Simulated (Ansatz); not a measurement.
# Structure types of Zr compared at 26 GPa

Structure types of Zr are relaxed in primitive cells with their symmetry kept at 26 GPa, first on PAW files, then by LAPW. The enthalpy is E + pV at zero temperature, without zero-point motion. Only the types listed were tried, and differences under about 5 meV/atom are mesh noise. Not among the end structures: fcc, bcc, which may lie lower.

All numbers are PBE results (scalar-relativistic) from Ansatz 0.2.0, with Fermi–Dirac smearing of 0.08 eV, no spin polarisation. Methods: LAPW: all electrons, basis error target 0.5 meV/atom; PAW: frozen-core files, cutoff 420 eV.

k meshes: hcp 15×15×8, omega 8×8×11, diamond 12×12×12, beta tin 15×15×15.

| start type | ends as | a, b, c (Å) | V (Å³/atom) | H − H(lowest), LAPW (meV/atom) |
| --- | --- | --- | --- | --- |
| hcp | hcp, P6_3/mmc | 2.981, 2.981, 4.951 | 19.05 | 24.0 |
| omega | omega, P6/mmm | 4.729, 4.729, 2.948 | 19.02 | 0.0 |
| diamond | diamond, Fd-3m | 5.536, 5.536, 5.536 | 21.20 | ? |
| beta tin | beta tin, I4_1/amd | 5.144, 5.144, 2.857 | 18.90 | ? |

What belongs in the row "beta tin", column "H − H(lowest), LAPW (meV/atom)"?

497.3.

Fill in "H − H(lowest), LAPW (meV/atom)" for the row "diamond".

3037.5.

Split the lead of omega over hcp into energy and pV.

For hcp less omega: ΔE = +20.3 meV/atom, and p·ΔV = 26 GPa × +0.0231 Å³ × 6.242 meV/(GPa·Å³) = +3.8 meV/atom, together 24.1 meV/atom. omega wins on both counts.
